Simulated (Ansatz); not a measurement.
**KBr: stationary points along a deformation path**

Theory: DFT PBE, scalar-relativistic, plane waves, PAW (Ansatz 0.2.0). Cutoff 420 eV, Γ-centred 6×6×6 k-points, Gaussian smearing of 0.05 eV. No spin polarisation. Energies are free energies at this smearing, counted from the undisturbed cell; pressure is positive in compression.

Reference structure (as given, not relaxed at this level; it stands at 0.0 GPa; this CsCl-type form isn't the usual structure):

```xyz
2
Lattice="4.0435 0.0000 0.0000 0.0000 4.0435 0.0000 0.0000 0.0000 4.0435" Properties=species:S:1:pos:R:3 pbc="T T T"
K     0.0000    0.0000    0.0000
Br    2.0217    2.0217    2.0217
```

At fixed volume and fractional coordinates, lengths along (0.577, 0.577, 0.577) are scaled against those across it; ρ is that ratio over its starting value. V = 33.055 Å³/atom. Δσ is the stress along the axis less the mean stress across it (compression positive).

```
    ρ  ΔE (meV/atom)  Δσ (GPa) space group
0.500         2847.3    111.68         R-3m
0.600          933.2     46.95         R-3m
0.710          242.7     16.52         R-3m
0.850           27.0      3.28         R-3m
0.930            3.5      0.84         R-3m
1.000            0.0      0.00        Pm-3m
1.080            1.6     -0.21         R-3m
1.200            2.9      0.09         R-3m
1.410           -7.2      0.78         R-3m
1.700          -30.6      0.86         R-3m
2.000          -42.1      0.00        Fm-3m
```

Q: How does the stress give the slope of the energy, and where is the energy stationary?

A: Along the path d ln(length) is 2/3 d ln ρ on the axis and −1/3 d ln ρ across it, so dE/d ln ρ = −(2/3) V Δσ: the energy falls with ρ where Δσ is positive. Δσ vanishes or changes sign at ρ = 1.000 (Pm-3m), a minimum at 0.0 meV/atom; between ρ = 1.080 and 1.200, a maximum (near 1.16 by linear interpolation); at ρ = 2.000 (Fm-3m, an end of the scan), at -42.1 meV/atom. Pairs of stationary points between two samples would go unseen, and could change a minimum read from distant neighbours into a maximum. At ρ = 1.000, 2.000 the cell is cubic, where symmetry alone makes the stress isotropic and the slope zero.

Q: Which shear constant sets the curvature at ρ = 1?

A: For a cubic crystal E/V = (2/3) C (ln ρ)² with C = C44, so Δσ = −2C ln ρ. The parabola of Δσ against ln ρ through ρ = 0.930, 1 and 1.080 gives C ≈ 3.6 GPa with the ions clamped, rough because the steps are large.

Q: Is the start the lowest point of the path?

A: No: ρ = 2.000 lies 42.1 meV/atom lower, behind a rise of at least 2.9 meV/atom. Volume and inner coordinates are held, so a relaxed structure there would lie lower still.

The gap closes along the scan, which can put kinks into the curve.